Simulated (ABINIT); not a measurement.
# Beyond one shot: GaN (F-43m), part 2 of 3

How far does self-consistency move the gap of GaN (F-43m)?

ABINIT 10.8.3; LDA and many-body steps on it, plane waves. Known limits of the many-body steps: not at the basis limit; exchange with frozen shells missing; no spin-orbit coupling; coarse k mesh.

So far. Step 5 (evGW0, cycle 1): Against G0W0 in ABINIT (4×4×4 mesh, 36 bands, screening to 130.6 eV, Godby-Needs plasmon pole), the gap moves by +0.095 eV. This first cycle still uses the starting levels; it takes the full correction, at all points of the mesh, and its linearised value is 2.239 eV. Step 6 (evGW0, cycle 2): Against the cycle before, the gap moves by +0.006 eV.

## Step 7: Screening, 4×4×4 mesh, 36 bands, screening to 130.6 eV

This step: RPA screening on LDA, plane waves, norm-conserving pseudopotentials.

run.abi reads:

```
acell 3*1.0 Angstrom
rprim 
  0.000000000000 2.253500607500 2.253500607500
  2.253500607500 0.000000000000 2.253500607500
  2.253500607500 2.253500607500 0.000000000000
ntypat 2
znucl 31 7
natom 2
typat 1 2
xred 
  0.000000000000 0.000000000000 0.000000000000
  0.750000000000 0.750000000000 0.750000000000
pp_dirpath "pseudos"
pseudos "Ga.upf, N.upf"
ecut 36
ngkpt 4 4 4
nshiftk 1
shiftk 0 0 0
kptopt 1
chksymbreak 0
istwfk *1
occopt 1
irdwfk 1
optdriver 3
nband 36
ecuteps 4.8
inclvkb 2
awtr 1
symchi 1
gwcalctyp 10
mbpt_sciss 1.199 eV
nqptdm 1
qptdm 
  0 0 0
indata_prefix "in"
outdata_prefix "out"
tmpdata_prefix "tmp"
```

Run with:

```
$ OMP_NUM_THREADS=1 mpirun -n 4 abinit run.abi > log
```

What it wrote:

```text
.Version 10.8.3 of ABINIT. v10.8.2 released Aug 2026.

 Symmetries : space group F-4 3 m (#216); Bravais cF (face-center cubic)
[... echo of the input left out ...]
== DATASET  1 ==================================================================
-   mpi_nproc: 4, omp_nthreads: 1 (-1 if OMP is not activated)

--- !DatasetInfo
iteration_state: {dtset: 1, }
dimensions: {natom: 2, nkpt: 8, mband: 36, nsppol: 1, nspinor: 1, nspden: 1, mpw: 1639, }
cutoff_energies: {ecut:  36.0, pawecutdg:  -1.0, }
electrons: {nelect:   1.80000000E+01, charge:   0.00000000E+00, occopt:   1.00000000E+00, tsmear:   1.00000000E-02, }

 SCREENING: Calculation of the susceptibility and dielectric matrices

 Based on a program developped by R.W. Godby, V. Olevano, G. Onida, and L. Reining.
 Incorporated in ABINIT by V. Olevano, G.-M. Rignanese, and M. Torrent.
.Using double precision arithmetic ; gwpc =  8

[... cell and pseudopotentials left out ...]
--------------------------------------------------------------------------------

 ==== K-mesh for the wavefunctions ====
 Number of points in the irreducible wedge :     8
[... list of points left out ...]
 Together with 24 symmetry operations and time-reversal symmetry
 yields    64 points in the full Brillouin Zone.

 ==== Q-mesh for the screening function ====
 Number of points in the irreducible wedge :     8
[... list of points left out ...]
 Together with 24 symmetry operations and time-reversal symmetry
 yields    64 points in the full Brillouin Zone.

 setmesh: FFT mesh size selected  =    24x   24x   24
          total number of points  =        13824

 vcoul_init : cutoff-mode = AUXILIARY_FUNCTION
 q-points for optical limit:   1
     1)      0.000010    0.000020    0.000030

 Dielectric matrix will be calculated only for some
 selected q points provided by the user through the input variables
 nqptdm and qptdm

- screening: taking advantage of time-reversal symmetry
- Maximum band index for partially occupied states nbvw = 9
- Remaining bands to be divided among processors   nbcw = 27
- Number of bands treated by each node ~6

 rdqps: reading QP wavefunctions of the previous step
        looking for file in_QPS
 file not found, 1st iteration initialized with KS eigenelements

 screening : performing a first self-consistency
 update of the energies in W by a scissor operator
 applying a scissor operator of [eV] :   1.199

 Number of electrons calculated from density =   18.0000; Expected =   18.0000
 average of density, n =  0.116539
 r_s =    1.2700
 omega_plasma =   32.9300 [eV]

 calculating chi0 at frequencies [eV] :
  1    0.000000E+00    0.000000E+00
  2    0.000000E+00    3.293002E+01

--------------------------------------------------------------------------------
  q-point number  1        q = ( 0.000000, 0.000000, 0.000000) [r.l.u.]
--------------------------------------------------------------------------------
[... chi0 elements left out ...]
 For q-point:  0.000010 0.000020 0.000030
  dielectric constant =   7.1796
  dielectric constant without local fields =   7.5675

  Average fulfillment of the sum rule on Im[epsilon] for q-point    1 :     39.04  [%]
[... wings left out ...]
== END DATASET(S) ==============================================================
================================================================================

 -outvars: echo values of variables after computation  --------
           etotal      0.0000000000E+00
            nband          36
             nkpt           8
          spgroup         216
 [... the other variables as echoed above ...]

 Calculation completed.
```

The job ended after 2.2 s (4 MPI ranks of Arm Neoverse V2, shared host; peak memory 0.11 GiB; 8.3 s of CPU time).

Numbers from this step:

| Item | Value |
| --- | --- |
| ε∞ with local fields, on this mesh, along the program's q direction | 7.180 |
| the same without local fields | 7.567 |
| plasma frequency | 32.93 eV |
| plane waves in the screening matrix | 65 |

This screening uses the functional's bands under a rigid shift, the mean opening of the cycle before.

## Step 8: Screening, 4×4×4 mesh, 36 bands, screening to 130.6 eV

This step: RPA screening on LDA from quasiparticle energies, plane waves, norm-conserving pseudopotentials.

Changes to run.abi since step 7:

```diff
@@ -29,7 +29,13 @@
 symchi 1
+irdqps 1
 gwcalctyp 10
-mbpt_sciss 1.199 eV
-nqptdm 1
+nqptdm 7
 qptdm 
-  0 0 0
+  0.2500000000 0.0000000000 0.0000000000
+  0.5000000000 0.0000000000 0.0000000000
+  0.2500000000 0.2500000000 0.0000000000
+  0.5000000000 0.2500000000 0.0000000000
+  -0.2500000000 0.2500000000 0.0000000000
+  0.5000000000 0.5000000000 0.0000000000
+  -0.2500000000 0.5000000000 0.2500000000
 indata_prefix "in"
```

mrgscr.stdin reads:

```
2
merged
q0_SCR
out_SCR
1
```

Run with:

```
$ OMP_NUM_THREADS=1 mpirun -n 4 abinit run.abi > log; mrgscr < mrgscr.stdin
```

What it wrote:

```text
.Version 10.8.3 of ABINIT. v10.8.2 released Aug 2026.

 Symmetries : space group F-4 3 m (#216); Bravais cF (face-center cubic)
[... echo of the input left out ...]
== DATASET  1 ==================================================================
-   mpi_nproc: 4, omp_nthreads: 1 (-1 if OMP is not activated)

--- !DatasetInfo
iteration_state: {dtset: 1, }
dimensions: {natom: 2, nkpt: 8, mband: 36, nsppol: 1, nspinor: 1, nspden: 1, mpw: 1639, }
cutoff_energies: {ecut:  36.0, pawecutdg:  -1.0, }
[...]
q-point number  1        q = ( 0.250000, 0.000000, 0.000000) [r.l.u.]
--------------------------------------------------------------------------------
[... chi0 elements left out ...]
  Average fulfillment of the sum rule on Im[epsilon] for q-point    2 :     58.07  [%]

--------------------------------------------------------------------------------
  q-point number  2        q = ( 0.500000, 0.000000, 0.000000) [r.l.u.]
--------------------------------------------------------------------------------
[... chi0 elements left out ...]
  Average fulfillment of the sum rule on Im[epsilon] for q-point    3 :     49.43  [%]

 [... 5 further q-points ...]
```

It took 3.9 s on 4 MPI ranks; peak memory 0.39 GiB; 15 s of CPU time.

Numbers from this step:

| Quantity | Value |
| --- | --- |
| plasma frequency | 32.93 eV |
| plane waves in the screening matrix | 65 |

This screening reads the quasiparticle levels of the cycle before.

## Step 9: evGW, cycle 1

This step: evGW on LDA, plane waves, norm-conserving pseudopotentials.

Changes to run.abi since step 8:

```diff
@@ -23,12 +23,10 @@
 irdwfk 1
-optdriver 3
+optdriver 4
 nband 36
-ecuteps 4.8
-inclvkb 2
-awtr 1
-symchi 1
-irdqps 1
 gwcalctyp 10
-nqptdm 7
-qptdm 
+ecutsigx 36
+symsigma 1
+nkptgw 8
+kptgw 
+  0.0000000000 0.0000000000 0.0000000000
   0.2500000000 0.0000000000 0.0000000000
@@ -40,2 +38,15 @@
   -0.2500000000 0.5000000000 0.2500000000
+bdgw 
+  1 14
+  1 14
+  1 14
+  1 14
+  1 14
+  1 14
+  1 14
+  1 14
+ecuteps 4.8
+irdscr 1
+ppmodel 1
+irdqps 1
 indata_prefix "in"
```

Run with:

```
$ OMP_NUM_THREADS=1 mpirun -n 4 abinit run.abi > log
```

What it wrote:

```text
.Version 10.8.3 of ABINIT. v10.8.2 released Aug 2026.

 Symmetries : space group F-4 3 m (#216); Bravais cF (face-center cubic)
[... echo of the input left out ...]
== DATASET  1 ==================================================================
-   mpi_nproc: 4, omp_nthreads: 1 (-1 if OMP is not activated)

--- !DatasetInfo
iteration_state: {dtset: 1, }
dimensions: {natom: 2, nkpt: 8, mband: 36, nsppol: 1, nspinor: 1, nspden: 1, mpw: 1639, }
cutoff_energies: {ecut:  36.0, pawecutdg:  -1.0, }
[...]
.  kptgw no:  3; Maximum DeltaE = (  -0.319   0.000) for band index:  7
[...]
.  kptgw no:  7; Maximum DeltaE = (  -0.359   0.002) for band index:  5
.  kptgw no:  8; Maximum DeltaE = (  -0.168   0.000) for band index:  8

== END DATASET(S) ==============================================================
================================================================================

 -outvars: echo values of variables after computation  --------
           etotal      0.0000000000E+00
            nband          36
             nkpt           8
          spgroup         216
 [... the other variables as echoed above ...]

 Calculation completed.
```

Elapsed: 12 s, on 4 MPI ranks; peak memory 0.72 GiB.

This step gave:

```yaml
quasiparticle_gap_on_the_mesh: 2.526 eV
gap_of_the_density_functional_on_the_mesh: 1.770 eV
k_of_the_valence_top: 0, 0, 0
k_of_the_conduction_bottom: 0, 0, 0
least_direct_quasiparticle_gap_on_the_computed_points: 2.526 eV
```

Against G0W0 in ABINIT (4×4×4 mesh, 36 bands, screening to 130.6 eV, Godby-Needs plasmon pole), the gap moves by +0.287 eV.

## Step 10: Screening, 4×4×4 mesh, 36 bands, screening to 130.6 eV

This step: RPA screening on LDA, plane waves, norm-conserving pseudopotentials.

run.abi reads:

```
acell 3*1.0 Angstrom
rprim 
  0.000000000000 2.253500607500 2.253500607500
  2.253500607500 0.000000000000 2.253500607500
  2.253500607500 2.253500607500 0.000000000000
ntypat 2
znucl 31 7
natom 2
typat 1 2
xred 
  0.000000000000 0.000000000000 0.000000000000
  0.750000000000 0.750000000000 0.750000000000
pp_dirpath "pseudos"
pseudos "Ga.upf, N.upf"
ecut 36
ngkpt 4 4 4
nshiftk 1
shiftk 0 0 0
kptopt 1
chksymbreak 0
istwfk *1
occopt 1
irdwfk 1
optdriver 3
nband 36
ecuteps 4.8
inclvkb 2
awtr 1
symchi 1
gwcalctyp 10
mbpt_sciss 1.456 eV
nqptdm 1
qptdm 
  0 0 0
indata_prefix "in"
outdata_prefix "out"
tmpdata_prefix "tmp"
```

What it wrote:

```text
.Version 10.8.3 of ABINIT. v10.8.2 released Aug 2026.

 Symmetries : space group F-4 3 m (#216); Bravais cF (face-center cubic)
[... echo of the input left out ...]
== DATASET  1 ==================================================================
-   mpi_nproc: 4, omp_nthreads: 1 (-1 if OMP is not activated)

--- !DatasetInfo
iteration_state: {dtset: 1, }
dimensions: {natom: 2, nkpt: 8, mband: 36, nsppol: 1, nspinor: 1, nspden: 1, mpw: 1639, }
cutoff_energies: {ecut:  36.0, pawecutdg:  -1.0, }
[...]
[... chi0 elements left out ...]
 For q-point:  0.000010 0.000020 0.000030
  dielectric constant =   6.9217
  dielectric constant without local fields =   7.2875

  Average fulfillment of the sum rule on Im[epsilon] for q-point    1 :     39.33  [%]
[... wings left out ...]
== END DATASET(S) ==============================================================
================================================================================

 -outvars: echo values of variables after computation  --------
           etotal      0.0000000000E+00
            nband          36
             nkpt           8
          spgroup         216
 [... the other variables as echoed above ...]

 Calculation completed.
```

The job ended after 2.1 s (4 MPI ranks; peak memory 0.11 GiB).

This step gave:

| Property | Result |
| --- | --- |
| ε∞ with local fields, on this mesh, along the program's q direction | 6.922 |
| the same without local fields | 7.287 |
| plasma frequency | 32.93 eV |
| plane waves in the screening matrix | 65 |

This screening uses the functional's bands under a rigid shift, the mean opening of the cycle before.

## Step 11: Screening, 4×4×4 mesh, 36 bands, screening to 130.6 eV

This step: RPA screening on LDA from quasiparticle energies, plane waves, norm-conserving pseudopotentials.

Changes to run.abi since step 10:

```diff
@@ -29,7 +29,13 @@
 symchi 1
+irdqps 1
 gwcalctyp 10
-mbpt_sciss 1.456 eV
-nqptdm 1
+nqptdm 7
 qptdm 
-  0 0 0
+  0.2500000000 0.0000000000 0.0000000000
+  0.5000000000 0.0000000000 0.0000000000
+  0.2500000000 0.2500000000 0.0000000000
+  0.5000000000 0.2500000000 0.0000000000
+  -0.2500000000 0.2500000000 0.0000000000
+  0.5000000000 0.5000000000 0.0000000000
+  -0.2500000000 0.5000000000 0.2500000000
 indata_prefix "in"
```

mrgscr.stdin is that of step 8.

Run with:

```
$ OMP_NUM_THREADS=1 mpirun -n 4 abinit run.abi > log; mrgscr < mrgscr.stdin
```

What it wrote:

```text
.Version 10.8.3 of ABINIT. v10.8.2 released Aug 2026.

 Symmetries : space group F-4 3 m (#216); Bravais cF (face-center cubic)
[... echo of the input left out ...]
== DATASET  1 ==================================================================
-   mpi_nproc: 4, omp_nthreads: 1 (-1 if OMP is not activated)

--- !DatasetInfo
iteration_state: {dtset: 1, }
dimensions: {natom: 2, nkpt: 8, mband: 36, nsppol: 1, nspinor: 1, nspden: 1, mpw: 1639, }
cutoff_energies: {ecut:  36.0, pawecutdg:  -1.0, }
[...]
q-point number  1        q = ( 0.250000, 0.000000, 0.000000) [r.l.u.]
--------------------------------------------------------------------------------
[... chi0 elements left out ...]
  Average fulfillment of the sum rule on Im[epsilon] for q-point    2 :     58.84  [%]

--------------------------------------------------------------------------------
  q-point number  2        q = ( 0.500000, 0.000000, 0.000000) [r.l.u.]
--------------------------------------------------------------------------------
[... chi0 elements left out ...]
  Average fulfillment of the sum rule on Im[epsilon] for q-point    3 :     49.92  [%]

 [... 5 further q-points ...]
```

The job ended after 3.9 s (4 MPI ranks; peak memory 0.39 GiB).

This step gave:

```yaml
plasma_frequency: 32.93 eV
plane_waves_in_the_screening_matrix: 65
```

This screening reads the quasiparticle levels of the cycle before.

## Step 12: evGW, cycle 2

This step: evGW on LDA, plane waves, norm-conserving pseudopotentials.

Changes to run.abi since step 11:

```diff
@@ -23,12 +23,10 @@
 irdwfk 1
-optdriver 3
+optdriver 4
 nband 36
-ecuteps 4.8
-inclvkb 2
-awtr 1
-symchi 1
-irdqps 1
 gwcalctyp 10
-nqptdm 7
-qptdm 
+ecutsigx 36
+symsigma 1
+nkptgw 8
+kptgw 
+  0.0000000000 0.0000000000 0.0000000000
   0.2500000000 0.0000000000 0.0000000000
@@ -40,2 +38,15 @@
   -0.2500000000 0.5000000000 0.2500000000
+bdgw 
+  1 14
+  1 14
+  1 14
+  1 14
+  1 14
+  1 14
+  1 14
+  1 14
+ecuteps 4.8
+irdscr 1
+ppmodel 1
+irdqps 1
 indata_prefix "in"
```

Run with:

```
$ OMP_NUM_THREADS=1 mpirun -n 4 abinit run.abi > log
```

What it wrote:

```text
.Version 10.8.3 of ABINIT. v10.8.2 released Aug 2026.

 Symmetries : space group F-4 3 m (#216); Bravais cF (face-center cubic)
[... echo of the input left out ...]
== DATASET  1 ==================================================================
-   mpi_nproc: 4, omp_nthreads: 1 (-1 if OMP is not activated)

--- !DatasetInfo
iteration_state: {dtset: 1, }
dimensions: {natom: 2, nkpt: 8, mband: 36, nsppol: 1, nspinor: 1, nspden: 1, mpw: 1639, }
cutoff_energies: {ecut:  36.0, pawecutdg:  -1.0, }
[...]
.  kptgw no:  3; Maximum DeltaE = (  -0.104   0.004) for band index:  1
[...]
.  kptgw no:  7; Maximum DeltaE = (  -0.119  -0.036) for band index:  1
.  kptgw no:  8; Maximum DeltaE = (  -0.098   0.016) for band index:  7

== END DATASET(S) ==============================================================
================================================================================

 -outvars: echo values of variables after computation  --------
           etotal      0.0000000000E+00
            nband          36
             nkpt           8
          spgroup         216
 [... the other variables as echoed above ...]

 Calculation completed.
```

The job ended after 12 s (4 MPI ranks; peak memory 0.72 GiB).

This step gave:

```
quasiparticle gap on the mesh                         : 2.562 eV
gap of the density functional on the mesh             : 1.770 eV
k of the valence top                                  : 0, 0, 0
k of the conduction bottom                            : 0, 0, 0
least direct quasiparticle gap on the computed points : 2.562 eV
```

Against the cycle before, the gap moves by +0.036 eV.

## Step 13: Screening, 4×4×4 mesh, 36 bands, screening to 130.6 eV

This step: RPA screening on LDA, plane waves, norm-conserving pseudopotentials.

run.abi reads:

```
acell 3*1.0 Angstrom
rprim 
  0.000000000000 2.253500607500 2.253500607500
  2.253500607500 0.000000000000 2.253500607500
  2.253500607500 2.253500607500 0.000000000000
ntypat 2
znucl 31 7
natom 2
typat 1 2
xred 
  0.000000000000 0.000000000000 0.000000000000
  0.750000000000 0.750000000000 0.750000000000
pp_dirpath "pseudos"
pseudos "Ga.upf, N.upf"
ecut 36
ngkpt 4 4 4
nshiftk 1
shiftk 0 0 0
kptopt 1
chksymbreak 0
istwfk *1
occopt 1
irdwfk 1
optdriver 3
nband 36
ecuteps 4.8
inclvkb 2
awtr 1
symchi 1
gwcalctyp 10
mbpt_sciss 1.487 eV
nqptdm 1
qptdm 
  0 0 0
indata_prefix "in"
outdata_prefix "out"
tmpdata_prefix "tmp"
```

What it wrote:

```text
.Version 10.8.3 of ABINIT. v10.8.2 released Aug 2026.

 Symmetries : space group F-4 3 m (#216); Bravais cF (face-center cubic)
[... echo of the input left out ...]
== DATASET  1 ==================================================================
-   mpi_nproc: 4, omp_nthreads: 1 (-1 if OMP is not activated)

--- !DatasetInfo
iteration_state: {dtset: 1, }
dimensions: {natom: 2, nkpt: 8, mband: 36, nsppol: 1, nspinor: 1, nspden: 1, mpw: 1639, }
cutoff_energies: {ecut:  36.0, pawecutdg:  -1.0, }
[...]
[... chi0 elements left out ...]
 For q-point:  0.000010 0.000020 0.000030
  dielectric constant =   6.8925
  dielectric constant without local fields =   7.2558

  Average fulfillment of the sum rule on Im[epsilon] for q-point    1 :     39.36  [%]
[... wings left out ...]
== END DATASET(S) ==============================================================
================================================================================

 -outvars: echo values of variables after computation  --------
           etotal      0.0000000000E+00
            nband          36
             nkpt           8
          spgroup         216
 [... the other variables as echoed above ...]

 Calculation completed.
```

It took 2.2 s on 4 MPI ranks; peak memory 0.11 GiB.

Numbers from this step:

- ε∞ with local fields, on this mesh, along the program's q direction: 6.893
- the same without local fields: 7.256
- plasma frequency: 32.93 eV
- plane waves in the screening matrix: 65

This screening uses the functional's bands under a rigid shift, the mean opening of the cycle before.

(Continued in part 3 of 3.)

[Paths, hosts, dates, memory and timing lines, banners, echoed tables and standing remarks are left out of the program output.]

[Logs are printed without paths, hosts, clocks, repeated set-up lines and the standing remarks that a program may print on its own settings, such as how far it seeks lower states.]

[Runs of the session that timed out or met a known fault of the program may be left out.]

[Hosts, paths, dates, database ids (printed as entryN), source tags and the programs' standing remarks are cut or masked in the printed files.]

[G0W0 gaps are taken among the corrected bands and points alone; a level outside them can change the order at an edge.]

[Where Ansatz stands beside ABINIT at settings called matched, ABINIT's density can come from a denser mesh and the files from another edition; pairs whose starting gaps differed by over 0.03 eV were left out, so agreement reads better than it is.]
